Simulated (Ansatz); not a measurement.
CsI:

```
Cs I
1.0
     4.56670    0.00000    0.00000
     0.00000    4.56670    0.00000
     0.00000    0.00000    4.56670
Cs I
1 1
Cartesian
  0.0000 0.0000 0.0000
  2.2833 2.2833 2.2833
```

Base run:

| Quantity | Value |
| --- | --- |
| Program | Ansatz 0.2.0 |
| Functional | revPBE |
| Potentials or basis | Ansatz PAW |
| Cutoff | 420 eV (not typed: the program's choice for these potentials) |
| k mesh | 6 × 6 × 6 |
| Occupations | fermi-dirac, width 0.05 eV |
| Spin | no spin polarisation |

Its results: band gap on the k mesh 4.11 eV, indirect (least direct gap 4.20 eV); pressure 1.7 GPa.

Task: The run is repeated on the same cell with these changes: functional from revPBE to BPBE. What comes out?

Result: Band gap on the k mesh 3.97 eV, indirect (least direct gap 4.05 eV); pressure 0.9 GPa.

Caveats: spin-orbit coupling is left out, which moves the levels of the heavy elements; the PAW data sets come from PBE, with cores solved anew for the run's functional, which leaves a small shift of forces and pressure.
